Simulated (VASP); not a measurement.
# BeSe (F-43m) in VASP: a series of runs

The runs below take BeSe through relaxation of cell and atoms, with PBE.

All numbers are computed with VASP 6.6.1; they aren't measurements. Logs are shortened: lines on timing, memory, paths and dates and some standing lists are left out, and cuts for length are marked.

## (1) The crystal as given

It takes space group F-43m (No. 216, cubic). Conventional cell: a = 5.070 Å, b = 5.070 Å, c = 5.070 Å, α = 90.00°, β = 90.00°, γ = 90.00°. Be (site symmetry -43m) is surrounded by 4 Se at 2.20 Å. Se (site symmetry -43m) has 4 Be at 2.20 Å as nearest neighbours.

## (2) Relaxation of cell and atoms, PBE

The input, INCAR:

```
SYSTEM = BeSe
PREC = Accurate
ENCUT = 520
EDIFF = 1E-6
ISMEAR = 0
SIGMA = 0.1
LREAL = .FALSE.
LASPH = .TRUE.
NELM = 120
ALGO = Normal
ISIF = 3
LWAVE = .FALSE.
LCHARG = .FALSE.
GGA = PE
IBRION = 2
NSW = 90
EDIFFG = -0.01
```

The input, KPOINTS:

```
regular mesh
0
G
  9 9 9
  0 0 0
```

The input, POSCAR:

```
BeSe
1.0
    0.0000000000      2.5350000000      2.5350000000
    2.5350000000      0.0000000000      2.5350000000
    2.5350000000      2.5350000000      0.0000000000
Be Se
1 1
Direct
    0.0000000000      0.0000000000      0.0000000000
    0.7500000000      0.7500000000      0.7500000000
```

Potentials or basis: VASP PAW PBE potentials, release 64 (Be, Se).

On the command line:

```sh
cat potpaw_PBE.64/Be/POTCAR potpaw_PBE.64/Se/POTCAR > POTCAR
mpirun -np 1 vasp_std > vasp.out
```

OUTCAR:

```text
SYSTEM = BeSe
   PREC = Accurate
   ENCUT = 520
   EDIFF = 1E-6
   ISMEAR = 0
   LREAL = .FALSE.
   LASPH = .TRUE.
   NELM = 120
   ISIF = 3
   GGA = PE
   IBRION = 2
   NSW = 90
   EDIFFG = -0.01

 ion  position               nearest neighbor table
   1  0.000  0.000  0.000-   2 2.20   2 2.20   2 2.20   2 2.20
   2  0.750  0.750  0.750-   1 2.20   1 2.20   1 2.20   1 2.20

  LATTYP: Found a face centered cubic cell.
 ALAT       =     5.0700000000

  Lattice vectors:

 A1 = (   0.0000000000,   2.5350000000,   2.5350000000)
 A2 = (   2.5350000000,   0.0000000000,   2.5350000000)
 A3 = (   2.5350000000,   2.5350000000,   0.0000000000)

Analysis of symmetry for initial positions (statically):
=====================================================================
 Subroutine PRICEL returns:
 Original cell was already a primitive cell.

 Routine SETGRP: Setting up the symmetry group for a
 face centered cubic supercell.

 Subroutine GETGRP returns: Found 24 space group operations
 (whereof 24 operations were pure point group operations)
 out of a pool of 48 trial point group operations.

The static configuration has the point symmetry T_d .

Analysis of symmetry for dynamics (positions and initial velocities):
=====================================================================
 Subroutine PRICEL returns:
 Original cell was already a primitive cell.

 Routine SETGRP: Setting up the symmetry group for a
 face centered cubic supercell.

 Subroutine GETGRP returns: Found 24 space group operations
 (whereof 24 operations were pure point group operations)
 out of a pool of 48 trial point group operations.

The dynamic configuration has the point symmetry T_d .

 Subroutine INISYM returns: Found 24 space group operations
 (whereof 24 operations are pure point group operations),
 and found     1 'primitive' translations

----------------------------------------------------------------------------------------

                                     Primitive cell

  volume of cell :      32.5810

  direct lattice vectors                    reciprocal lattice vectors
     0.000000000  2.535000000  2.535000000    -0.197238659  0.197238659  0.197238659
     2.535000000  0.000000000  2.535000000     0.197238659 -0.197238659  0.197238659
     2.535000000  2.535000000  0.000000000     0.197238659  0.197238659 -0.197238659

  length of vectors
     3.585031381  3.585031381  3.585031381     0.341627378  0.341627378  0.341627378

  position of ions in fractional coordinates (direct lattice)
     0.000000000  0.000000000  0.000000000
     0.750000000  0.750000000  0.750000000

  ion indices of the primitive-cell ions
   primitive index   ion index
                 1           1
                 2           2

----------------------------------------------------------------------------------------

 KPOINTS: regular mesh

Automatic generation of k-mesh.
 Grid dimensions read from file:
 generate k-points for:    9    9    9

 Generating k-lattice:

  Cartesian coordinates                     Fractional coordinates (reciprocal lattice)
    -0.021915407  0.021915407  0.021915407     0.111111111  0.000000000  0.000000000
     0.021915407 -0.021915407  0.021915407     0.000000000  0.111111111  0.000000000
     0.021915407  0.021915407 -0.021915407     0.000000000  0.000000000  0.111111111

  Length of vectors
     0.037958598  0.037958598  0.037958598

  Shift w.r.t. Gamma in fractional coordinates (k-lattice)
     0.000000000  0.000000000  0.000000000

 Subroutine IBZKPT returns following result:
 ===========================================

 Found     35 irreducible k-points:

 Following reciprocal coordinates:
            Coordinates               Weight
  0.000000  0.000000  0.000000      1.000000
  0.111111  0.000000  0.000000      8.000000
  0.222222  0.000000  0.000000      8.000000
  0.333333  0.000000  0.000000      8.000000
  0.444444  0.000000  0.000000      8.000000
  0.111111  0.111111  0.000000      6.000000
[... 16 lines left out ...]
 -0.333333  0.333333  0.000000     12.000000
  0.444444  0.444444  0.000000      6.000000
 [... further k-points ...]
   k-points           NKPTS =     35   k-points in BZ     NKDIM =     35   number of bands    NBANDS=      8
   number of dos      NEDOS =    301   number of ions     NIONS =      2
   total plane-waves  NPLWV =  21952
   dimension x,y,z NGX =    28 NGY =   28 NGZ =   28
   dimension x,y,z NGXF=    56 NGYF=   56 NGZF=   56
   ions per type =               1   1
   NGX,Y,Z   is equivalent  to a cutoff of  12.98, 12.98, 12.98 a.u.
   NGXF,Y,Z  is equivalent  to a cutoff of  25.97, 25.97, 25.97 a.u.
 SYSTEM =  BeSe
   PREC   = accura    normal or accurate (medium, high low for compatibility)
   ISTART =      0    job   : 0-new  1-cont  2-samecut
   ICHARG =      2    charge: 1-file 2-atom 10-const
   ISPIN  =      1    spin polarized calculation?
   LNONCOLLINEAR =      F non collinear calculations
   LSORBIT =      F    spin-orbit coupling
   LASPH  =      T    aspherical Exc in radial PAW
   ENCUT  =  520.0 eV  38.22 Ry    6.18 a.u.   6.67  6.67  6.67*2*pi/ulx,y,z
   NELM   =    120;   NELMIN=  2; NELMDL= -5     # of ELM steps
   EDIFF  = 0.1E-05   stopping-criterion for ELM
   LREAL  =      F    real-space projection
   EDIFFG = -.1E-01   stopping-criterion for IOM
   NSW    =     90    number of steps for IOM
   IBRION =      2    ionic relax: 0-MD 1-quasi-New 2-CG
   NFREE  =      1    steps in history (QN), initial steepest desc. (CG)
   ISIF   =      3    stress and relaxation
   ISYM   =      2    0-nonsym 1-usesym 2-fastsym
   POTIM  = 0.5000    time-step for ionic-motion
   TEBEG  =    0.0;   TEEND  =   0.0 temperature during run
   PSTRESS=    0.0 pullay stress
   NELECT =       8.0000    total number of electrons
   NUPDOWN=      -1.0000    fix difference up-down
   EMIN   =  10.00;   EMAX   =-10.00  energy-range for DOS
   EFERMI =   0.00;   METHOD = LEGACY
   ISMEAR =     0;   SIGMA  =   0.10  broadening in eV -4-tet -1-fermi 0-gaus
   EFERMI_NEDOS =   21; number of points for ismear=-14 and -15
   IALGO  =     38    algorithm
   IMIX   =      4    mixing-type and parameters
     AMIX     =   0.40;   BMIX     =  1.00
     AMIX_MAG =   1.60;   BMIX_MAG =  1.00
  volume/ion in A,a.u.               =      16.29       109.93
  Fermi-wavevector in a.u.,A,eV,Ry     =   1.025141  1.937235 14.298549  1.050914
  Thomas-Fermi vector in A             =   2.158965
   LORBIT       =      0    0 simple, 1 ext, 2 COOP (PROOUT), +10 PAW based schemes
   GGA     = PE    functional components
   LHFCALC =     F    Hartree Fock is set to
   AEXX    =    0.0000 exact exchange contribution
   IVDW    =     0    specifies the selected vdW correction
   LEPSILON=     F    determine dielectric tensor
   LRPA    =     F    only Hartree local field effects (RPA)
 conjugate gradient relaxation of ions
 non-spin polarized calculation
 Gauss-broadening in eV      SIGMA  =   0.10
  energy-cutoff  :      520.00
  volume of cell :       32.58
 maximum number of plane-waves:       895
   NGX = 13   NGY = 13   NGZ = 13

--------------------------------------- Ionic step        1  -------------------------------------------

 number of electron       8.0000001 magnetization

 Free energy of the ion-electron system (eV)
  ---------------------------------------------------
  ext. energy  EPLUGINS =         0.00000000
  ---------------------------------------------------
  free energy    TOTEN  =        -8.82298822 eV

  energy without entropy =       -8.82298822  energy(sigma->0) =       -8.82298822

 E-fermi :   4.1856     XC(G=0):  -9.6089

 val. band max:        3.7820234810   @ k =   0.0000   0.0000   0.0000
 cond. band min:       6.3870571537   @ k =   0.4444   0.4444   0.0000
 fundamental gap:      2.6050336726
 Fermi energy:         4.1856084343

 k-point     1 :       0.0000    0.0000    0.0000
  band No.  band energies     occupation
      1     -10.3084      2.00000
      2       3.7820      2.00000
      3       3.7820      2.00000
      4       3.7820      2.00000
      5       8.4762      0.00000
      6       8.7809      0.00000
      7       8.7809      0.00000
      8       8.7809      0.00000

 k-point     2 :       0.1111    0.0000    0.0000
  band No.  band energies     occupation
      1     -10.1784      2.00000
      2       2.6485      2.00000
      3       3.5979      2.00000
      4       3.5979      2.00000
      5       8.5076      0.00000
      6       9.0826      0.00000
      7       9.0826      0.00000
      8       9.9093      0.00000
[... 300 lines left out ...]
 POSITION                                       TOTAL-FORCE (eV/Angst)
 -----------------------------------------------------------------------------------
      0.00000      0.00000      0.00000         0.000000      0.000000     -0.000000
      3.90686      3.90686      3.90686        -0.000000     -0.000000      0.000000
 -----------------------------------------------------------------------------------
    total drift:                               -0.000000     -0.000000     -0.000000

  FREE ENERGIE OF THE ION-ELECTRON SYSTEM (eV)
  ---------------------------------------------------
  free  energy   TOTEN  =        -8.8573513012 eV

  energy  without entropy=       -8.8573513012  energy(sigma->0) =       -8.85735130

--------------------------------------- Ionic step        3  -------------------------------------------

 number of electron       7.9999999 magnetization

 Free energy of the ion-electron system (eV)
  ---------------------------------------------------
  ext. energy  EPLUGINS =         0.00000000
  ---------------------------------------------------
  free energy    TOTEN  =        -8.85937903 eV

  energy without entropy =       -8.85937903  energy(sigma->0) =       -8.85937903

 E-fermi :   3.5603     XC(G=0):  -9.3427

 val. band max:        3.1548471453   @ k =   0.0000   0.0000   0.0000
 cond. band min:       5.8991926025   @ k =   0.4444   0.4444   0.0000
 fundamental gap:      2.7443454572
 Fermi energy:         3.5603365865

 k-point     1 :       0.0000    0.0000    0.0000
  band No.  band energies     occupation
      1     -10.5059      2.00000
      2       3.1548      2.00000
      3       3.1548      2.00000
      4       3.1548      2.00000
      5       7.3618      0.00000
      6       8.1670      0.00000
      7       8.1670      0.00000
      8       8.1670      0.00000

 k-point     2 :       0.1111    0.0000    0.0000
  band No.  band energies     occupation
      1     -10.3881      2.00000
      2       2.0876      2.00000
      3       2.9902      2.00000
      4       2.9902      2.00000
      5       7.6354      0.00000
      6       8.4429      0.00000
      7       8.4429      0.00000
      8       8.9802      0.00000
[... 264 lines left out ...]
 POSITION                                       TOTAL-FORCE (eV/Angst)
 -----------------------------------------------------------------------------------
      0.00000      0.00000      0.00000        -0.000000      0.000000     -0.000000
      3.88606      3.88606      3.88606         0.000000     -0.000000      0.000000
 -----------------------------------------------------------------------------------
    total drift:                               -0.000000     -0.000000     -0.000000

  FREE ENERGIE OF THE ION-ELECTRON SYSTEM (eV)
  ---------------------------------------------------
  free  energy   TOTEN  =        -8.8593790289 eV

  energy  without entropy=       -8.8593790289  energy(sigma->0) =       -8.85937903

 reached required accuracy - stopping structural energy minimisation
```

Run time: 9.8 s. Hardware: 1 thread of AMD EPYC 9R45 (Zen 5), shared host; peak memory 0.13 GiB.

Results:

```
Free energy                            : -8.8594 eV
Relaxed volume                         : 17.39 Å³/atom
Relaxed cell                           : a = 3.664 Å, b = 3.664 Å, c = 3.664 Å, α = 60.00°, β = 60.00°, γ = 60.00°
Space group after relaxing (to 0.05 Å) : F-43m (No. 216)
Energy gained by relaxing              : 18.2 meV/atom
Ionic steps                            : 3
Pressure after relaxing                : 0.0 GPa
Band gap on the k mesh                 : 2.74 eV, indirect (least direct gap 4.21 eV)
```

Step by step:
```csv
step,energy change (eV),largest force (eV/Å),pressure (GPa),volume (Å³)
1,0.0000,0.0000,5.60,32.58
2,-0.0344,0.0000,-1.15,35.34
3,-0.0364,0.0000,0.03,34.78
```

Final structure:
```yaml
crystal:
  lattice:
    - [0.00000, 2.59071, 2.59071]
    - [2.59071, 0.00000, 2.59071]
    - [2.59071, 2.59071, 0.00000]
  atoms:
    - { symbol: Be, position: [0.00000, 0.00000, 0.00000] }
    - { symbol: Se, position: [0.75000, 0.75000, 0.75000] }
```

Levels at points of the mesh, in eV from the valence-band top:
| k point | band 1 | band 2 | band 3 | band 4 | band 5 | band 6 | band 7 | band 8 |
| --- | --- | --- | --- | --- | --- | --- | --- | --- |
| (0.00, 0.00, 0.00) | -13.66 | 0.00 | 0.00 | 0.00 | 4.21 | 5.01 | 5.01 | 5.01 |

Caveat: an odd mesh through Γ misses points on the zone boundary, where band edges often lie. Zero-point motion and thermal expansion aren't in these numbers.

## (3) Relaxation of cell and atoms, PBE

This run uses another cell than the first one, of 17.39 Å³/atom, 1.067 times its volume.

INCAR, as its differences from that of step 2:

```diff
@@ -3,3 +3,3 @@
 ENCUT = 520
-EDIFF = 1E-6
+EDIFF = 1E-7
 ISMEAR = 0
@@ -15,3 +15,4 @@
 IBRION = 2
-NSW = 90
-EDIFFG = -0.01
+NSW = 60
+EDIFFG = -0.005
+POTIM = 0.3
```

KPOINTS is that of step 2.

The input, POSCAR:

```
BeSe                                    
1.0
    0.0000000000      2.5907058566      2.5907058566
    2.5907058566     -0.0000000000      2.5907058566
    2.5907058566      2.5907058566     -0.0000000000
  Be              Se            
     1     1
Direct
     0.0000000000000000    0.0000000000000000    0.0000000000000000
     0.7500000000000000    0.7500000000000000    0.7500000000000000
```

Potentials or basis: VASP PAW PBE potentials, release 64 (Be, Se).

On the command line:

```sh
cat potpaw_PBE.64/Be/POTCAR potpaw_PBE.64/Se/POTCAR > POTCAR
mpirun -np 1 vasp_std > vasp.out
```

It took 5.7 s on 1 thread of AMD EPYC 9R45 (Zen 5), shared host; peak memory 0.13 GiB.

The run converged. Its results:

```
Free energy             : -8.8595 eV
Pressure after relaxing : 0.0 GPa
Band gap on the k mesh  : 2.74 eV, indirect (least direct gap 4.21 eV)
```

Final structure:
```
Be Se
1.0
     0.00000    2.59071    2.59071
     2.59071    0.00000    2.59071
     2.59071    2.59071    0.00000
Be Se
1 1
Cartesian
  0.0000 0.0000 0.0000
  3.8861 3.8861 3.8861
```

Levels at points of the mesh, in eV from the valence-band top:
| k point | band 1 | band 2 | band 3 | band 4 | band 5 | band 6 | band 7 | band 8 |
| --- | --- | --- | --- | --- | --- | --- | --- | --- |
| (0.00, 0.00, 0.00) | -13.66 | 0.00 | 0.00 | 0.00 | 4.21 | 5.01 | 5.01 | 5.01 |

Caveat: the relaxation stopped at its first step, so nothing moved; an odd mesh through Γ misses points on the zone boundary, where band edges often lie.
